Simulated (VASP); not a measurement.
Crystal: BeTe.

```
Be Te
1.0
     0.00000    2.83146    2.83146
     2.83146    0.00000    2.83146
     2.83146    2.83146    0.00000
Be Te
1 1
Direct
  0.00000 0.00000 0.00000
  0.75000 0.75000 0.75000
```

The cell comes from a database or a generator and needn't be the stable form of this composition.

* Program: VASP 6.6.1
* Task: relaxation of cell and atoms
* Functional: PBE
* Dispersion: D3(BJ)
* Potentials or basis: VASP PAW PBE potentials, release 64 (Be, Te)
* Cutoff: 600 eV
* k mesh: 8 × 8 × 8
* Occupations: gaussian, width 0.02 eV
* Spin: no spin polarisation

At the start: pressure -2.3 GPa; volume 22.70 Å³/atom.

Task: How do energy, volume and symmetry change on relaxing?

Result: Over 3 steps the energy falls by 6.9 meV/atom and the volume is 21.79 Å³/atom (-4.0 %); space group F-43m (No. 216, to 0.05 Å).

Step by step:
| step | energy change (eV) | largest force (eV/Å) | pressure (GPa) | volume (Å³) |
| --- | --- | --- | --- | --- |
| 1 | 0.0000 | 0.0000 | -2.34 | 45.40 |
| 2 | -0.0134 | 0.0000 | 0.47 | 43.25 |
| 3 | -0.0139 | 0.0000 | 0.01 | 43.57 |

Final structure:
```
Be Te
1.0
     0.00000    2.79288    2.79288
     2.79288    0.00000    2.79288
     2.79288    2.79288    0.00000
Be Te
1 1
Direct
  0.00000 0.00000 0.00000
  0.75000 0.75000 0.75000
```
